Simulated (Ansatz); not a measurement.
Computed with Ansatz on PBE0-D4/def2-TZVP structures; ΔE is electronic, products minus reactants. CBS: MP2 limit from def2 TZ/QZ plus the TZ coupled-cluster correction, frozen cores. This one scheme is used for every species. DFT in def2-TZVPP. No spin–orbit coupling; open shells (•) take unrestricted orbitals. For Ge outer-core shells are correlated without core-valence functions, which leaves a few kJ/mol of doubt a bond. Scalar relativity is left out up to krypton.

`[SH][GeH3]` + `F[C](F)F`• → `[SH][GeH2]`• + trifluoromethane  (hydrogen abstraction from a Ge–H bond)

`[SH][GeH3]`:

Z-matrix (Å, degrees):
```
Ge
S 1 2.224
H 1 1.536 2 110.4
H 1 1.533 2 104.8 3 119.2
H 1 1.536 2 110.4 3 -121.7
H 2 1.343 1 94.6 3 60.6
```

`F[C](F)F`•:

Z-matrix (Å, degrees):
```
C
F 1 1.313
F 1 1.313 2 111.4
F 1 1.313 2 111.4 3 125.1
```

`[SH][GeH2]`•:

```xyz
5

S     0.617    0.698    1.214
Ge   -0.562    0.087   -0.565
H     0.274   -0.379    1.940
H    -0.280   -1.403   -0.885
H    -0.050    0.998   -1.704
```

`FC(F)F`:

```xyz
5

F     0.088    0.789    1.044
C     0.041    0.018   -0.040
F     0.271   -1.241    0.326
F    -1.183    0.091   -0.558
H     0.784    0.344   -0.772
```

```json
{"level": "B97M-V", "ΔE (kJ/mol)": "-106.0", "difference from CCSD(T)/CBS": "2.3"}
{"level": "CAM-B3LYP-D4", "ΔE (kJ/mol)": "-104.6", "difference from CCSD(T)/CBS": "3.7"}
{"level": "B2PLYP", "ΔE (kJ/mol)": "-107.7", "difference from CCSD(T)/CBS": "0.6"}
{"level": "PBE-QIDH", "ΔE (kJ/mol)": "-105.7", "difference from CCSD(T)/CBS": "2.6"}
{"level": "BLYP", "ΔE (kJ/mol)": "-109.9", "difference from CCSD(T)/CBS": "-1.6"}
{"level": "r2SCAN0", "ΔE (kJ/mol)": "-100.3", "difference from CCSD(T)/CBS": "8.0"}
{"level": "LC-ωPBE", "ΔE (kJ/mol)": "-96.4", "difference from CCSD(T)/CBS": "11.9"}
{"level": "CCSD(T)/def2-SVP", "ΔE (kJ/mol)": "-104.6", "difference from CCSD(T)/CBS": "3.7"}
{"level": "MP2/def2-TZVPP", "ΔE (kJ/mol)": "-110.8", "difference from CCSD(T)/CBS": "-2.5"}
{"level": "SCS-MP2/def2-QZVPP", "ΔE (kJ/mol)": "-111.0", "difference from CCSD(T)/CBS": "-2.7"}
{"level": "CCSD(T)/CBS", "ΔE (kJ/mol)": "-108.3", "difference from CCSD(T)/CBS": "0"}
```

Largest T1 diagnostic among the species: 0.014.

From BLYP to BHLYP (50 % exact exchange), in def2-TZVPP and without D4, ΔE moves by +4.8 kJ/mol. At CCSD(T), def2-SVP lies +3.7 kJ/mol from the extrapolated value and def2-TZVPP +0.8 kJ/mol. Leaving LDA and LC-ωPBE aside and taking each functional with its dispersion term where it has one, the values, not all of them listed here, spread over 14.9 kJ/mol, from ωB97M-V to r2SCAN0-D4. LDA lies −7.8 kJ/mol from PBE without D4.

CCSD(T)/CBS has its own doubt, a few kJ/mol and more with outer-core shells, so smaller differences from it don't rank the levels.
